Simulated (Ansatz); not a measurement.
# BaTe: energies, forces and stress near the listed structure

How do energy, forces, pressure and gap of BaTe change under moves of single atoms, random distortions, further strains and shifts, distortions that keep the symmetry, other functionals? Each case is one self-consistent run.

Computed with Ansatz 0.2.0 (DFT PBEsol, scalar-relativistic, plane waves, PAW, unless a step's input says otherwise).

### Step 1. The starting structure

The structure is cubic, space group Pm-3m (No. 221). The conventional cell has a = 4.262 Å, b = 4.262 Å, c = 4.262 Å, α = 90.00°, β = 90.00°, γ = 90.00°. Ba (site symmetry m-3m) has 8 Te at 3.69 Å as nearest neighbours. Te (site symmetry m-3m) has 8 Ba at 3.69 Å as nearest neighbours.

Structure file:

```
Ba Te
1.0
     4.26247    0.00000    0.00000
     0.00000    4.26247    0.00000
     0.00000    0.00000    4.26247
Ba Te
1 1
Direct
  0.00000 0.00000 0.00000
  0.50000 0.50000 0.50000
```

The structure comes from the Materials Project (structure only).

### Step 2. A distortion that keeps the symmetry

The change: strain xx, yy, zz, yz, xz, xy = -2.9, -2.9, -2.9, +0.0, +0.0, +0.0 %.

input.yaml

```yaml
crystal:
  lattice:
    - [4.1377036202, 0.0, 0.0]
    - [0.0, 4.1377036202, 0.0]
    - [0.0, 0.0, 4.1377036202]
  atoms:
    - { symbol: Ba, position: [0.0, 0.0, 0.0] }
    - { symbol: Te, position: [0.5, 0.5, 0.5] }
basis:
  ecutwfc: 420
kpoints:
  mp_grid: { grid: [6, 6, 6] }
hamiltonian:
  xc: pbesol
scf:
  occupations: { method: gaussian, width: 0.02 }
output:
  forces: true
  stress: true
  eigenvalues: true
```

Started as:

```
> ansatz run input.yaml --threads 1 --pin off --max-ram 1331MiB --backend cpu --events-out ev --progress --plain --runs-dir out
```

### Step 3. A change within the space group

input.yaml: that of step 2 with these lines changed.

```diff
@@ -2,5 +2,5 @@
   lattice:
-    - [4.1377036202, 0.0, 0.0]
-    - [0.0, 4.1377036202, 0.0]
-    - [0.0, 0.0, 4.1377036202]
+    - [4.272994291, 0.0, 0.0]
+    - [0.0, 4.272994291, 0.0]
+    - [0.0, 0.0, 4.272994291]
   atoms:
```

### Step 4. A random distortion, cell strained

input.yaml

```yaml
crystal:
  lattice:
    - [4.4714120833, -0.02131233, -0.0098036718]
    - [-0.02131233, 4.4564934523, -0.0090364279]
    - [-0.0098036718, -0.0090364279, 4.462546154]
  atoms:
    - { symbol: Ba, position: [-0.0007953143, 0.0195379858, -0.0292577114] }
    - { symbol: Te, position: [0.5007953143, 0.4804620142, 0.5292577114] }
basis:
  ecutwfc: 420
kpoints:
  mp_grid: { grid: [6, 6, 6] }
hamiltonian:
  xc: pbesol
scf:
  occupations: { method: gaussian, width: 0.02 }
output:
  forces: true
  stress: true
  eigenvalues: true
  populations: true
```

### Step 5. A distortion that keeps the symmetry

input.yaml

```yaml
crystal:
  lattice:
    - [4.3404265031, 0.0, 0.0]
    - [0.0, 4.3404265031, 0.0]
    - [0.0, 0.0, 4.3404265031]
  atoms:
    - { symbol: Ba, position: [0.0, 0.0, 0.0] }
    - { symbol: Te, position: [0.5, 0.5, 0.5] }
basis:
  ecutwfc: 420
kpoints:
  mp_grid: { grid: [6, 6, 6] }
hamiltonian:
  xc: pbesol
scf:
  occupations: { method: gaussian, width: 0.02 }
output:
  forces: true
  stress: true
  eigenvalues: true
```

### Step 6. A change within the space group

input.yaml: that of step 5 with these lines changed.

```diff
@@ -2,5 +2,5 @@
   lattice:
-    - [4.3404265031, 0.0, 0.0]
-    - [0.0, 4.3404265031, 0.0]
-    - [0.0, 0.0, 4.3404265031]
+    - [4.094226467, 0.0, 0.0]
+    - [0.0, 4.094226467, 0.0]
+    - [0.0, 0.0, 4.094226467]
   atoms:
@@ -20 +20,2 @@
   eigenvalues: true
+  populations: true
```

### Step 7. A single atom displaced

input.yaml

```yaml
crystal:
  lattice:
    - [4.262466, 0.0, 0.0]
    - [0.0, 4.262466, 0.0]
    - [0.0, 0.0, 4.262466]
  atoms:
    - { symbol: Ba, position: [0.0, 0.0, 0.0] }
    - { symbol: Te, position: [0.5, 0.5527863448, 0.5] }
basis:
  ecutwfc: 420
kpoints:
  mp_grid: { grid: [6, 6, 6] }
hamiltonian:
  xc: pbesol
scf:
  occupations: { method: gaussian, width: 0.02 }
output:
  forces: true
  stress: true
  eigenvalues: true
```

### Step 8. Another functional, on a distorted cell: r2SCAN

input.yaml

```yaml
crystal:
  lattice:
    - [4.1318214171, 0.0, 0.0]
    - [0.0, 4.1318214171, 0.0]
    - [0.0, 0.0, 4.1318214171]
  atoms:
    - { symbol: Ba, position: [0.0, 0.0, 0.0] }
    - { symbol: Te, position: [0.5, 0.5, 0.5] }
basis:
  ecutwfc: 500
kpoints:
  mp_grid: { grid: [6, 6, 6] }
hamiltonian:
  xc: r2scan
scf:
  occupations: { method: gaussian, width: 0.02 }
output:
  forces: true
  stress: true
  eigenvalues: true
```

### Step 9. A single atom displaced

input.yaml

```yaml
crystal:
  lattice:
    - [4.262466, 0.0, 0.0]
    - [0.0, 4.262466, 0.0]
    - [0.0, 0.0, 4.262466]
  atoms:
    - { symbol: Ba, position: [0.0, 0.0, 0.0] }
    - { symbol: Te, position: [0.5, 0.5, 0.5879772413] }
basis:
  ecutwfc: 420
kpoints:
  mp_grid: { grid: [6, 6, 6] }
hamiltonian:
  xc: pbesol
scf:
  occupations: { method: gaussian, width: 0.02 }
output:
  forces: true
  stress: true
  eigenvalues: true
```

**Question.** What will these runs give? Wanted: for each run, case; energy; pressure; largest force.

As calculated:

```
step                                             case  energy (meV/atom)  pressure (GPa)  largest force (eV/Å)  gap on the mesh (eV)
   2             a distortion that keeps the symmetry               +0.0             0.7                  0.00                  0.60
   3                  a change within the space group              +22.4            -2.4                  0.00                  0.82
   4               a random distortion, cell strained             +149.8            -4.4                  0.02                  1.18
   5             a distortion that keeps the symmetry              +56.9            -3.5                  0.00                  0.91
   6                  a change within the space group               +9.1             2.0                  0.00                  0.51
   7                          a single atom displaced              +27.4            -1.9                  0.17                  0.84
   8  another functional, on a distorted cell: r2SCAN                n/a             3.2                  0.00                  1.01
   9                          a single atom displaced              +46.4            -1.3                  0.34                  0.88
```

Energies are counted from step 2, with the smearing taken to zero. Other atoms or functionals have another zero of energy (n/a). 

Among the distorted cells of the listed formula and level the largest force, 0.34 eV/Å, comes in step 9, shared by 2 atoms. The pressure is 2.0 GPa in the smallest cell and -4.4 GPa in the largest; between them shape and moved atoms count too. Among the distorted cells of the listed formula and level the gap runs from 0.51 eV to 1.18 eV. These runs have no spin-orbit coupling; with Te it would split and shift bands.

The gaps are Kohn-Sham values of a semilocal functional, not quasiparticle or optical gaps. Such gaps usually fall short of the measured ones; spin-orbit coupling, left out here, narrows gaps with Te, so the two errors partly cancel.
